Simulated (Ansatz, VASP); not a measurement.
## Si: VASP beside Ansatz

Contents of INCAR:

```
SYSTEM = Si
PREC = Accurate
ENCUT = 520
EDIFF = 1E-7
ISMEAR = 0
SIGMA = 0.01
LREAL = .False.
LASPH = .True.
NELM = 60
ALGO = Normal
ISIF = 2
LWAVE = .False.
LCHARG = .True.
GGA = PE
LELF = .True.
LVHAR = .True.
NBANDS = 11
```

File KPOINTS:

```
regular mesh
0
Gamma
  6 6 6
  0 0 0
```

The input POSCAR:

```
Si
1.0
    0.0000000000      2.7622290672      2.7622290672
    2.7622290672      0.0000000000      2.7622290672
    2.7622290672      2.7622290672      0.0000000000
Si
2
Direct
    0.0000000000      0.0000000000      0.0000000000
    0.2500000000      0.2500000000      0.2500000000
```

Input for Ansatz:

```yaml
crystal:
  lattice:
    - [0.0, 2.7622290672, 2.7622290672]
    - [2.7622290672, 0.0, 2.7622290672]
    - [2.7622290672, 2.7622290672, 0.0]
  atoms:
    - { symbol: Si, position: [0.0, 0.0, 0.0] }
    - { symbol: Si, position: [0.25, 0.25, 0.25] }
kpoints:
  mp_grid: { grid: [6, 6, 6] }
hamiltonian:
  xc: pbe
scf:
  occupations: { method: fixed }
  n_extra_bands: 4
output:
  forces: true
  stress: true
  eigenvalues: true
```

Alike in both runs: task single point; functional PBE; k mesh 6 × 6 × 6; no spin polarisation.

|  | VASP | Ansatz |
| --- | --- | --- |
| version | VASP 6.6.1 | Ansatz 0.2.0 |
| potentials or method | VASP PAW PBE potentials, release 64 (Si) | plane waves, PAW |
| plane-wave cutoff (eV) | 520 | 420 |
| occupations | gaussian, width 0.01 eV | fixed |
| valence electrons in the cell | 8 | 8 |

```tsv
	VASP	Ansatz	Ansatz less VASP
gap on the k mesh at the Fermi level (eV)	0.80	0.79	-0.003
pressure (GPa)	-2.5	-2.4	+0.07
```

A k mesh can miss the band edges. As with any semilocal functional, this PBE gap is likely too small.
